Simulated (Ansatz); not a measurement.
HgTe:

```
CELL_PARAMETERS angstrom
-3.04560 3.04560 1.55941
3.04560 -3.04560 1.55941
3.04560 3.04560 -1.55941
ATOMIC_POSITIONS crystal
Hg 0.75000 0.25000 0.50000
Te 0.00000 0.00000 0.00000
```

Measurements of this composition are mostly on another form, of space group No. 216.

Base run:

- Program: Ansatz 0.2.0
- Functional: LDA
- Potentials or basis: all-electron LAPW, scalar-relativistic
- Cutoff: 207 eV (chosen from the basis error)
- Basis error allowed: 0.001 eV/atom
- k mesh: 10 × 10 × 10
- Occupations: fermi-dirac, width 0.05 eV
- Spin: no spin polarisation

Its results: pressure -4.9 GPa.

The run is repeated on the same cell with these changes: functional from LDA to PBEsol. What comes out?

Pressure -3.3 GPa.

PBEsol binds less tightly than LDA, so the same cell stands under more pressure.
